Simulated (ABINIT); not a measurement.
# Al2Au (Fm-3m) in ABINIT: further runs

Runs on Al2Au. Level: PBE. Tasks: single point.

All numbers are computed with ABINIT 10.8.3 (patched build); they aren't measurements. Logs are shortened: lines on timing, memory, paths and dates and some standing lists are left out, and cuts for length are marked. The log counts tension as positive stress, the text compression.

## 1. Starting point

Symmetry: Fm-3m, No. 225, cubic system. The conventional cell has a = 6.000 Å, b = 6.000 Å, c = 6.000 Å, α = 90.00°, β = 90.00°, γ = 90.00°. Au (site symmetry m-3m) has 8 Al at 2.60 Å as nearest neighbours. Al (site symmetry -43m) has 4 Au at 2.60 Å as nearest neighbours.

## 2. Single point, PBE

File run.abi:

```
# Pseudopotentials
pp_dirpath "./"
pseudos "Au.GGA_PBE-JTH.xml, Al.GGA_PBE-JTH.xml"

# Structure
acell 4.2426406871 4.2426406871 4.2426406871 Angstrom
rprim
     0.0000000000     0.7071067812     0.7071067812
     0.7071067812     0.0000000000     0.7071067812
     0.7071067812     0.7071067812     0.0000000000
ntypat 2
znucl 79 13
natom 3
typat 1 2 2
xred
     0.0000000000     0.0000000000     0.0000000000
     0.7500000000     0.7500000000     0.7500000000
     0.2500000000     0.2500000000     0.2500000000

# Plane-wave basis
ecut 20.0
pawecutdg 40.0
pawxcdev 0

# k points
kptopt 1
ngkpt 8 8 8
nshiftk 1
shiftk 0.0 0.0 0.0

# Exchange and correlation
ixc 11

# Bands and occupations
nband 13
occopt 3
tsmear 0.00734986

# SCF cycle
nstep 100
tolvrs 1.0e-9

# Output
iomode 3
prtwf 0
prtden 0
prteig 0
prtebands 0
enunit 1
```

Potentials or basis: JTH PAW PBE v2.0.

Command:

```console
$ abinit run.abi > log 2>&1
```

run.abo:

```text
.Version 10.8.3 of ABINIT
 Symmetries : space group Fm -3 m (#225); Bravais cF (face-center cubic)
================================================================================
 Values of the parameters that define the memory need of the present run
     intxc =       0    ionmov =       0      iscf =      17    lmnmax =      18
     lnmax =       6     mgfft =      36  mpssoang =       3    mqgrid =    3001
     natom =       3  nloc_mem =       2    nspden =       1   nspinor =       1
    nsppol =       1      nsym =      48    n1xccc =       1    ntypat =       2
    occopt =       3   xclevel =       2
       mpw =        1587          nfft =       46656          nkpt =          29
 PAW method is used; the additional fine FFT grid is defined by:
   mgfftf=        48    nfftf =    110592
================================================================================
================================================================================

--------------------------------------------------------------------------------
------------- Echo of variables that govern the present computation ------------
--------------------------------------------------------------------------------
 -outvars: echo values of preprocessed input variables --------
            acell      8.0174289493E+00  8.0174289493E+00  8.0174289493E+00 Bohr
              amu      1.96966540E+02  2.69815390E+01
             ecut      2.00000000E+01 Hartree
           enunit           1
              ixc          11
         kptrlatt        8    0    0      0    8    0      0    0    8
          kptrlen      6.41394316E+01
            natom           3
            nband          13
            ngfft          36      36      36
          ngfftdg          48      48      48
             nkpt          29
            nstep         100
             nsym          48
           ntypat           2
           occopt           3
        pawecutdg      4.00000000E+01 Hartree
         pawxcdev           0
           prtden           0
        prtebands           0
           prteig           0
            prtwf           0
            rprim      0.0000000000E+00  7.0710678120E-01  7.0710678120E-01
                       7.0710678120E-01  0.0000000000E+00  7.0710678120E-01
                       7.0710678120E-01  7.0710678120E-01  0.0000000000E+00
          spgroup         225
           tolvrs      1.00000000E-09
           tsmear      7.34986000E-03 Hartree
            typat      1  2  2
           useylm           1
           xangst      0.0000000000E+00  0.0000000000E+00  0.0000000000E+00
                       4.5000000001E+00  4.5000000001E+00  4.5000000001E+00
                       1.5000000000E+00  1.5000000000E+00  1.5000000000E+00
            xcart      0.0000000000E+00  0.0000000000E+00  0.0000000000E+00
                       8.5037675667E+00  8.5037675667E+00  8.5037675667E+00
                       2.8345891889E+00  2.8345891889E+00  2.8345891889E+00
             xred      0.0000000000E+00  0.0000000000E+00  0.0000000000E+00
                       7.5000000000E-01  7.5000000000E-01  7.5000000000E-01
                       2.5000000000E-01  2.5000000000E-01  2.5000000000E-01
            znucl       79.00000   13.00000

================================================================================

 chkinp: Checking input parameters for consistency.

================================================================================
== DATASET  1 ==================================================================

--- !DatasetInfo
iteration_state: {dtset: 1, }
dimensions: {natom: 3, nkpt: 29, mband: 13, nsppol: 1, nspinor: 1, nspden: 1, mpw: 1587, }
cutoff_energies: {ecut:  20.0, pawecutdg:  40.0, }
electrons: {nelect:   1.70000000E+01, charge:   0.00000000E+00, occopt:   3.00000000E+00, tsmear:   7.34986000E-03, }
meta: {optdriver: 0, ionmov: 0, optcell: 0, iscf: 17, paral_kgb: 0, }
...

 Exchange-correlation functional for the present dataset will be:
  GGA: Perdew-Burke-Ernzerhof functional - ixc=11
  J.P.Perdew, K.Burke, M.Ernzerhof, PRL 77, 3865 (1996)

 Real(R)+Recip(G) space primitive vectors, cartesian coordinates (Bohr,Bohr^-1):
 R(1)=  0.0000000  5.6691784  5.6691784  G(1)= -0.0881962  0.0881962  0.0881962
 R(2)=  5.6691784  0.0000000  5.6691784  G(2)=  0.0881962 -0.0881962  0.0881962
 R(3)=  5.6691784  5.6691784  0.0000000  G(3)=  0.0881962  0.0881962 -0.0881962
 Unit cell volume ucvol=  3.6441006E+02 bohr^3
 Angles (23,13,12)=  6.00000000E+01  6.00000000E+01  6.00000000E+01 degrees

 Coarse grid specifications (used for wave-functions):

 getcut: wavevector=  0.0000  0.0000  0.0000  ngfft=  36  36  36
         ecut(hartree)=     20.000   => boxcut(ratio)=   2.23042

 getcut : COMMENT -
  Note that boxcut > 2.2 ; recall that boxcut=Gcut(box)/Gcut(sphere) = 2
  is sufficient for exact treatment of convolution.
  Such a large boxcut is a waste : you could raise ecut
  e.g. ecut=   24.873936 Hartrees makes boxcut=2

 Fine grid specifications (used for densities):

 getcut: wavevector=  0.0000  0.0000  0.0000  ngfft=  48  48  48
         ecut(hartree)=     40.000   => boxcut(ratio)=   2.10286

--- Pseudopotential description ------------------------------------------------
- pspini: atom type   1  psp file is ./Au.GGA_PBE-JTH.xml
 Pseudopotential format is: paw10
 basis_size (lnmax)=  6 (lmn_size= 18), orbitals=   0   0   1   1   2   2
 Spheres core radius: rc_sph= 2.50869560
 Shapefunction is SIN type: shapef(r)=[sin(pi*r/rshp)/(pi*r/rshp)]**2
 Radius for shape functions =  2.26305713
 Compensation charge density is not taken into account in XC energy/potential

- pspini: atom type   2  psp file is ./Al.GGA_PBE-JTH.xml
 Pseudopotential format is: paw10
 basis_size (lnmax)=  4 (lmn_size=  8), orbitals=   0   0   1   1
 Spheres core radius: rc_sph= 1.90363307
 Shapefunction is SIN type: shapef(r)=[sin(pi*r/rshp)/(pi*r/rshp)]**2
 Radius for shape functions =  1.60786206
 Compensation charge density is not taken into account in XC energy/potential

   4.74247219E+02                                ecore*ucvol(ha*bohr**3)
--------------------------------------------------------------------------------

================================================================================

--- !BeginCycle
iteration_state: {dtset: 1, }
solver: {iscf: 17, nstep: 100, nline: 4, wfoptalg: 10, }
tolerances: {tolvrs: 1.00E-09, }
...

     iter   Etot(hartree)      deltaE(h)  residm     nres2
 ETOT  1  -38.356335561931    -3.836E+01 1.198E-01 2.924E+01
 ETOT  2  -38.542311855374    -1.860E-01 5.574E-02 2.574E+01
 ETOT  3  -38.405926618830     1.364E-01 1.499E-02 2.885E+00
 ETOT  4  -38.416880708429    -1.095E-02 3.592E-03 2.230E+00
 ETOT  5  -38.415044488901     1.836E-03 1.074E-03 1.348E+00
 ETOT  6  -38.416352141724    -1.308E-03 5.111E-04 8.468E-01
 ETOT  7  -38.416370769758    -1.863E-05 2.012E-04 8.516E-01
 ETOT  8  -38.417403389399    -1.033E-03 1.578E-04 8.575E-01
 ETOT  9  -38.417553370503    -1.500E-04 6.610E-05 7.577E-01
 ETOT 10  -38.417253350197     3.000E-04 1.208E-04 5.659E-01
[... 15 lines left out ...]
 ETOT 26  -38.416149261594    -2.142E-11 3.240E-05 5.439E-09
 ETOT 27  -38.416149261641    -4.681E-11 4.335E-05 3.512E-09
 ETOT 28  -38.416149261661    -2.003E-11 2.194E-05 1.755E-08
 ETOT 29  -38.416149261665    -4.277E-12 2.913E-05 1.880E-08
 ETOT 30  -38.416149261652     1.251E-11 1.453E-05 1.099E-08
 ETOT 31  -38.416149261656    -3.396E-12 1.925E-05 9.857E-09
 ETOT 32  -38.416149261654     1.663E-12 9.494E-06 9.614E-09
 ETOT 33  -38.416149261657    -2.878E-12 1.260E-05 1.088E-08
 ETOT 34  -38.416149261650     6.850E-12 6.156E-06 7.524E-09
 ETOT 35  -38.416149261639     1.167E-11 8.199E-06 9.248E-10

 At SCF step   35       nres2   =  9.25E-10 < tolvrs=  1.00E-09 =>converged.

 Cartesian components of stress tensor (hartree/bohr^3)
  sigma(1 1)= -1.10513472E-04  sigma(3 2)=  0.00000000E+00
  sigma(2 2)= -1.10513472E-04  sigma(3 1)=  0.00000000E+00
  sigma(3 3)= -1.10513472E-04  sigma(2 1)=  0.00000000E+00

--- !ResultsGS
iteration_state: {dtset: 1, }
comment   : Summary of ground state results
lattice_vectors:
- [  0.0000000,   5.6691784,   5.6691784, ]
- [  5.6691784,   0.0000000,   5.6691784, ]
- [  5.6691784,   5.6691784,   0.0000000, ]
lattice_lengths: [   8.01743,    8.01743,    8.01743, ]
lattice_angles: [ 60.000,  60.000,  60.000, ] # degrees, (23, 13, 12)
lattice_volume:   3.6441006E+02
convergence: {deltae:  1.167E-11, res2:  9.248E-10, residm:  8.199E-06, diffor: null, }
etotal    :  -3.84161493E+01
entropy   :   0.00000000E+00
fermie    :   2.86518215E-01
cartesian_stress_tensor: # hartree/bohr^3
- [ -1.10513472E-04,   0.00000000E+00,   0.00000000E+00, ]
- [  0.00000000E+00,  -1.10513472E-04,   0.00000000E+00, ]
- [  0.00000000E+00,   0.00000000E+00,  -1.10513472E-04, ]
pressure_GPa:   3.2514E+00
xred      :
- [  0.0000E+00,   0.0000E+00,   0.0000E+00, Au]
- [  7.5000E-01,   7.5000E-01,   7.5000E-01, Al]
- [  2.5000E-01,   2.5000E-01,   2.5000E-01, Al]
cartesian_forces: # hartree/bohr
- [ -1.23688063E-31,   4.63830237E-32,   6.18440316E-32, ]
- [  3.86525198E-32,  -1.15957559E-31,  -1.00496551E-31, ]
- [  8.50355435E-32,   6.95745356E-32,   3.86525198E-32, ]
force_length_stats: {min:   1.16471786E-31, max:   1.58239469E-31, mean:   1.40190037E-31, }
...

 Integrated electronic density in atomic spheres:
 ------------------------------------------------
 Atom  Sphere_radius  Integrated_density
    1        2.50870          9.76616447
    2        1.90363          0.72088452
    3        1.90363          0.72088452

================================================================================

 ----iterations are completed or convergence reached----

 Mean square residual over all n,k,spin=   32.083E-09; max=  81.993E-07
 reduced coordinates (array xred) for    3 atoms
       0.000000000000      0.000000000000      0.000000000000
       0.750000000000      0.750000000000      0.750000000000
       0.250000000000      0.250000000000      0.250000000000
 rms dE/dt=  8.3153E-31; max dE/dt=  1.8407E-30; dE/dt below (all hartree)
    1       0.000000000000      0.000000000000      0.000000000000
    2       0.000000000000      0.000000000000      0.000000000000
    3       0.000000000000     -0.000000000000     -0.000000000000

 cartesian coordinates (angstrom) at end:
    1      0.00000000000000     0.00000000000000     0.00000000000000
    2      4.50000000006516     4.50000000006515     4.50000000006516
    3      1.50000000002172     1.50000000002172     1.50000000002172

 cartesian forces (hartree/bohr) at end:
    1     -0.00000000000000     0.00000000000000     0.00000000000000
    2      0.00000000000000    -0.00000000000000    -0.00000000000000
    3      0.00000000000000     0.00000000000000     0.00000000000000
 frms,max,avg= 8.1568112E-32 1.2368806E-31   0.000E+00  0.000E+00  0.000E+00 h/b

 cartesian forces (eV/Angstrom) at end:
    1     -0.00000000000000     0.00000000000000     0.00000000000000
    2      0.00000000000000    -0.00000000000000    -0.00000000000000
    3      0.00000000000000     0.00000000000000     0.00000000000000
 frms,max,avg= 4.1944010E-30 6.3602959E-30   0.000E+00  0.000E+00  0.000E+00 e/A
 length scales=  8.017428949252  8.017428949252  8.017428949252 bohr
              =  4.242640687100  4.242640687100  4.242640687100 angstroms
 Fermi (or HOMO) energy (eV) =   7.79656   Average Vxc (eV)= -10.04743
 Eigenvalues (   eV  ) for nkpt=  29  k points:
 kpt#   1, nband= 13, wtk=  0.00195, kpt=  0.0000  0.0000  0.0000 (reduced coord)
  -2.80908    1.14574    1.14574    1.14574    2.10054    2.10054   10.03153   10.70988
  10.70988   10.70988   11.64509   11.64509   11.64509
 prteigrs : prtvol=0 or 1, do not print more k-points.

--- !EnergyTerms
iteration_state     : {dtset: 1, }
comment             : Components of total free energy in Hartree
kinetic             :  1.01409873371569E+01
hartree             :  8.65004467588650E+00
xc                  : -5.20210293182089E+00
Ewald energy        : -3.36365570740800E+01
psp_core            :  1.30141087425297E+00
local_psp           : -2.38972620835140E+01
PAW spherical_terms :  4.23126205266286E+00
internal            : -3.84122171494557E+01
'-kT*entropy'       : -3.96481392496160E-03
total_energy        : -3.84161819633806E+01
total_energy_eV     : -1.04535756550144E+03
...

--- !EnergyTermsDC
iteration_state     : {dtset: 1, }
comment             : '"Double-counting" decomposition of free energy'
band_energy         :  1.52189773040113E+00
Ewald energy        : -3.36365570740800E+01
psp_core            :  1.30141087425297E+00
xc_dc               : -8.00098695138290E+00
PAW spherical_terms :  4.02050973095204E-01
internal            : -3.84121844477136E+01
'-kT*entropy'       : -3.96481392496160E-03
total_energy_dc     : -3.84161492616386E+01
total_energy_dc_eV  : -1.04535667564170E+03
...

--- !EnergyTermsWithPAWCore
iteration_state     : {dtset: 1, }
comment             : 'Components of total free energy, including PAW core contributions'
Total energy        : -1.94976837123160E+04
Total energy DC     : -1.94976836796143E+04
Total energy (eV)   : -5.30559002397805E+05
Total energy DC (eV): -5.30559001507945E+05
...

 Cartesian components of stress tensor (hartree/bohr^3)
  sigma(1 1)= -1.10513472E-04  sigma(3 2)=  0.00000000E+00
  sigma(2 2)= -1.10513472E-04  sigma(3 1)=  0.00000000E+00
  sigma(3 3)= -1.10513472E-04  sigma(2 1)=  0.00000000E+00

-Cartesian components of stress tensor (GPa)         [Pressure=  3.2514E+00 GPa]
- sigma(1 1)= -3.25141859E+00  sigma(3 2)=  0.00000000E+00
- sigma(2 2)= -3.25141859E+00  sigma(3 1)=  0.00000000E+00
- sigma(3 3)= -3.25141859E+00  sigma(2 1)=  0.00000000E+00

== END DATASET(S) ==============================================================
================================================================================

 -outvars: echo values of variables after computation  --------
            acell      8.0174289493E+00  8.0174289493E+00  8.0174289493E+00 Bohr
           etotal     -3.8416149262E+01
            fcart     -1.2368806321E-31  4.6383023703E-32  6.1844031604E-32
                       3.8652519752E-32 -1.1595755926E-31 -1.0049655136E-31
                       8.5035543455E-32  6.9574535554E-32  3.8652519752E-32
            rprim      0.0000000000E+00  7.0710678120E-01  7.0710678120E-01
                       7.0710678120E-01  0.0000000000E+00  7.0710678120E-01
                       7.0710678120E-01  7.0710678120E-01  0.0000000000E+00
           strten     -1.1051347172E-04 -1.1051347172E-04 -1.1051347172E-04
                       0.0000000000E+00  0.0000000000E+00  0.0000000000E+00
           xangst      0.0000000000E+00  0.0000000000E+00  0.0000000000E+00
                       4.5000000001E+00  4.5000000001E+00  4.5000000001E+00
                       1.5000000000E+00  1.5000000000E+00  1.5000000000E+00
             xred      0.0000000000E+00  0.0000000000E+00  0.0000000000E+00
                       7.5000000000E-01  7.5000000000E-01  7.5000000000E-01
                       2.5000000000E-01  2.5000000000E-01  2.5000000000E-01
 Calculation completed.
```

Wall time 60 s (1 thread of Arm Neoverse V2, shared host); peak memory 0.13 GiB.

Results:

| Quantity | Value |
| --- | --- |
| Free energy | -1045.3567 eV |
| Pressure | 3.3 GPa |
| Band gap on the k mesh | none (metal or under the smearing width) |
| Valence electrons inside the program's atomic spheres | Au 9.77; Al 0.72 |

Levels at points of the mesh, in eV from the Fermi level:
| k point | band 5 | band 6 | band 7 | band 8 | band 9 | band 10 | band 11 | band 12 | band 13 |
| --- | --- | --- | --- | --- | --- | --- | --- | --- | --- |
| (0.00, 0.00, 0.00) | -5.70 | -5.70 | 2.23 | 2.91 | 2.91 | 2.91 | 3.85 | 3.85 | 3.85 |
| (0.50, 0.00, 0.00) | -5.57 | -5.57 | -5.50 | 0.32 | 0.32 | 3.28 | 3.54 | 3.76 | 3.76 |
| (0.50, 0.50, 0.00) | -5.84 | -5.39 | -5.07 | -2.16 | -2.16 | 1.20 | 2.04 | 7.69 | 9.76 |

Spin-orbit coupling is left out, which matters for the levels of Au.

## 3. Single point, PBE

Edit run.abi of step 2 so:

```diff
@@ -35,3 +35,3 @@
 nband 13
-occopt 3
+occopt 7
 tsmear 0.00734986
```

Potentials or basis: JTH PAW PBE v2.0.

Command:

```console
$ abinit run.abi > log 2>&1
```

Run time: 49 s. Hardware: 1 thread of Arm Neoverse V2, shared host; peak memory 0.13 GiB.

It converged, with:

```yaml
Free_energy: -1045.3120 eV
Pressure: 3.1 GPa
Band_gap_on_the_k_mesh: none (metal or under the smearing width)
Valence_electrons_inside_the_program's_atomic_spheres: Au 9.77; Al 0.72
```

Levels at points of the mesh, in eV from the Fermi level:
```tsv
k point	band 6	band 7	band 8	band 9	band 10	band 11	band 12	band 13
(0.00, 0.00, 0.00)	-5.67	2.26	2.94	2.94	2.94	3.87	3.87	3.87
(0.50, 0.00, 0.00)	-5.55	-5.48	0.34	0.34	3.30	3.56	3.78	3.78
(0.50, 0.50, 0.00)	-5.37	-5.05	-2.14	-2.14	1.23	2.07	7.71	9.78
```

The run has no spin-orbit coupling, so splittings on Au are missing.

## 4. Single point, PBE

Edit run.abi of step 3 so:

```diff
@@ -35,3 +35,3 @@
 nband 13
-occopt 7
+occopt 4
 tsmear 0.00734986
```

Command:

```console
$ abinit run.abi > log 2>&1
```

Run time: 57 s. Hardware: 1 thread of Arm Neoverse V2, shared host; peak memory 0.13 GiB.

The run converged. Its results:

* Free energy: -1045.3028 eV
* Pressure: 3.1 GPa
* Band gap on the k mesh: none (metal or under the smearing width)
* Valence electrons inside the program's atomic spheres: Au 9.77; Al 0.72

Levels at points of the mesh, in eV from the Fermi level:
| k point | band 5 | band 6 | band 7 | band 8 | band 9 | band 10 | band 11 | band 12 | band 13 |
| --- | --- | --- | --- | --- | --- | --- | --- | --- | --- |
| (0.00, 0.00, 0.00) | -5.67 | -5.67 | 2.27 | 2.95 | 2.95 | 2.95 | 3.88 | 3.88 | 3.88 |
| (0.50, 0.00, 0.00) | -5.54 | -5.54 | -5.47 | 0.35 | 0.35 | 3.31 | 3.57 | 3.79 | 3.79 |
| (0.50, 0.50, 0.00) | -5.81 | -5.36 | -5.04 | -2.13 | -2.13 | 1.23 | 2.08 | 7.72 | 9.79 |

(Part 1 of 2 ends here.)
